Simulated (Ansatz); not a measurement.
**InCuS$_{2}$: input and output of an SCF run**

We look at InCuS$_{2}$: a measured crystal structure (space group I-42d), with 8 atoms per cell. Sizeable forces remain on the atoms, so the positions aren't those of the computed minimum. Source: COD entry 1542205; the sample's temperature and pressure aren't taken into account, and it need not be the stable phase.

These are results of DFT, PBE, PAW, plane waves, scalar-relativistic (Ansatz development build ahead of 0.2.0), not measurements.

Input file:

```yaml
crystal:
  lattice:
    - [-2.7585, 2.7585, 5.53]
    - [2.7585, -2.7585, 5.53]
    - [2.7585, 2.7585, -5.53]
  atoms:
    - { symbol: Cu, position: [0.0, 0.0, 0.0] }
    - { symbol: Cu, position: [0.75, 0.25, 0.5] }
    - { symbol: In, position: [0.5, 0.5, 0.0] }
    - { symbol: In, position: [0.25, 0.75, 0.5] }
    - { symbol: S, position: [0.375, 0.325, 0.45] }
    - { symbol: S, position: [0.675, 0.125, 0.05] }
    - { symbol: S, position: [0.875, 0.925, 0.55] }
    - { symbol: S, position: [0.075, 0.625, 0.95] }
hamiltonian:
  xc: pbe
  pseudopotentials: { kind: paw }
basis:
  ecutwfc: 420
kpoints:
  mp_grid: { grid: [4, 4, 5] }
scf:
  occupations: { method: fermi_dirac, width: 0.02 }
  lower_state_search: "off"
output:
  forces: true
  stress: true
```

Program output, abridged:

```
Warning: crystal.symmetry: narrowed to the stabiliser of the k-point mesh — unitary ops 8 → 2; excluded 6 operations that carry a point of the 4×4×5 mesh (shift [0, 0, 0]) off the mesh (the run samples exactly the mesh kpoints.mp_grid names, as under crystal.symmetry.detect: false, and its converged state has the mesh's symmetry, not the crystal's; [...]
Pseudopotentials: kind: paw
Pseudopotential: Cu, paw, valence charge 19, recommended cutoff 420 eV (normal), Cu.paw.azcp
Pseudopotential: In, paw, valence charge 13, recommended cutoff 420 eV (normal), In.paw.azcp
Pseudopotential: S, paw, valence charge 6, recommended cutoff 420 eV (normal), S.paw.azcp
Functional definition: PBE
Crystal: 8 atoms, lattice volume = 168.318 Å³
Basis set: ecut = 420 eV, 3291 PW (Γ), exchange–correlation on 96×96×96 points (8 copies of the dense FFT grid, shifted against one another)
Bands: 52, of which v1, the nominal top of the filled ones, is band 44 counted from 1 (43 counted from 0)
Symmetry: 2 space group operations
k-points: 27 of 80 (time reversal used)
Non-local potential: Cu, projectors of the file, l = 0: 3, l = 1: 2, l = 2: 3, l = 3: 1
Non-local potential: In, projectors of the file, l = 0: 2, l = 1: 2, l = 2: 2, l = 3: 2
Non-local potential: S, projectors of the file, l = 0: 2, l = 1: 2, l = 2: 2
Initial density: superposition of atomic densities (neutral atoms: chi_scale 0, normalization atom), corrected by the library's trained network
Initial wavefunctions: pseudopotential atomic-orbital guess
Functional: x = pbe(κ = 0.804, μ = 0.2195149727645171), c = pbe(β = 0.06672455060314922)
SCF iter   1: F=—  HF=-28057.978282 eV  |F-HF|=—  |Δ(HF+E_count)|=         —  Δρ=7.16e-4  dr2=3.69e-4  ethr=1.77e-3  ⟨swp⟩=7.6  Hψ=5611  notcnv=0  defer=1
preconditioner: auto → Resta (q_TF=auto, 2.449 Å⁻¹)  ε∞=5.9  [insulator: Δε(μ)=0.830 eV  Ē_g=10.967 eV  σ=0.020 eV  W_gap=0.54  n_scr=36 (ndim 8)  ℏωp=24.3 eV  f_vac=0.036  D(μ)=0.71/eV (n_scr^D=0)  ε∞_Penn≈5.9]
SCF iter   2: F=—  HF=-28057.979587 eV  |F-HF|=—  |Δ(HF+E_count)|=   1.30e-3  Δρ=6.67e-4  dr2=3.92e-4  ethr=4.19e-7  ⟨swp⟩=3.0  Hψ=3830  notcnv=0  defer=62
SCF iter   3: F=—  HF=-28057.979684 eV  |F-HF|=—  |Δ(HF+E_count)|=   9.76e-5  Δρ=3.88e-4  dr2=1.56e-4  ethr=4.19e-7  ⟨swp⟩=2.0  Hψ=2458  notcnv=0  defer=62
SCF iter   4: F=—  HF=-28057.979786 eV  |F-HF|=—  |Δ(HF+E_count)|=   1.02e-4  Δρ=1.49e-4  dr2=1.84e-5  ethr=1.77e-7  ⟨swp⟩=2.0  Hψ=1591  notcnv=0  defer=36
automatic band count: iteration 4 solves 51 bands in place of 52: the levels show a gap, and the empty bands left out lie too high to hold charge; the band table lists the bands solved (type scf.n_extra_bands for more)
SCF iter   5: F=—  HF=-28057.979873 eV  |F-HF|=—  |Δ(HF+E_count)|=   8.67e-5  Δρ=4.95e-5  dr2=2.18e-6  ethr=2.09e-8  ⟨swp⟩=2.0  Hψ=1954  notcnv=0  defer=36
SCF iter   6: F=—  HF=-28057.979877 eV  |F-HF|=—  |Δ(HF+E_count)|=   4.79e-6  Δρ=2.07e-5  dr2=4.52e-7  ethr=2.47e-9  ⟨swp⟩=2.0  Hψ=2026  notcnv=0  defer=36
SCF iter   7: F=-28057.979878 eV  HF=-28057.979878 eV  |F-HF|=4.94e-8  |Δ(HF+E_count)|=   2.90e-7  Δρ=7.58e-6  dr2=6.15e-8  ethr=1.14e-10  ⟨swp⟩=3.0  Hψ=5169  notcnv=0
SCF 1 converged in 7 iterations: F = -28057.979878 eV  dr2 = 6.15e-8
  greatest PAW one-centre occupation: 1.000 electrons in one spin orbital (limit 2), on the Cu atom at site 1 (counted from 0), in its partial waves of l = 0
SCF converged after 7 iterations
Free energy (F): -28057.979878 eV
Harris-Foulkes:  -28057.979878 eV  (|F-HF|=4.94e-8)
Internal energy: -28057.979023 eV  (E = F + TS)
E sigma→0 (E₀):  -28057.979450 eV
Entropy (-TS):   -0.000855 eV (-0.107 meV/atom)
Fermi energy:    8.315755 eV
--- Per-component energies (eV) ---
  E_band       = -1099.275783
  E_kinetic    = 1514.379433
  E_local      = -14834.807504  (includes V_loc(G=0)·N_el)
  E_nonlocal   = 1639.496305
  E_hartree    = 6453.196242
  E_xc         = -996.523352
  E_vxc        = -777.557021  (∫ρ·V_xc dr)
  E_paw        = -14046.697378  (= ΣΔE_a)
  E_vpaw       = -1547.146827  (= ΣTr[D̂ρ^β])
  E_aug_tail   = 0.000585  (compensation charges beyond the density's cutoff)
  E_ewald      = -7787.023354
  E_smearing   = -0.000855  (= −TS)
  E_closure    = 0.000000  (closes the sum)
  Σ components = -28057.979878   (vs F -28057.979878, Δ=0.00e0)
--- Forces (eV/Å), atoms counted from 1 ---
  atom   1  Cu    -0.00040689    -0.00037390    -0.00080754
  atom   2  Cu    -0.00037390    -0.00040689    -0.00080754
  atom   3  In     0.00033603     0.00003040    -0.00017099
  atom   4  In     0.00003040     0.00033603    -0.00017099
  atom   5  S      0.93672147    -0.00072296     0.00075329
  atom   6  S      0.00098993    -0.93657429     0.00022593
  atom   7  S     -0.93657429     0.00098993     0.00022593
  atom   8  S     -0.00072296     0.93672147     0.00075329
  max |Σ_I F_I| component: 1.40e-6 eV/Å
--- Stress (GPa, compression-positive) ---
        2.120704      -0.006540      -0.001401
       -0.006540       2.120704      -0.001401
       -0.001401      -0.001401       2.993909
  P = ⅓ Tr σ = 2.4118 GPa (24.118 kbar)
```

The mesh has less symmetry than the lattice, which lowers the symmetry of the run.

The run took 19 s on 2 threads of x86-64 server CPU, on a shared host, peak memory 0.56 GiB.
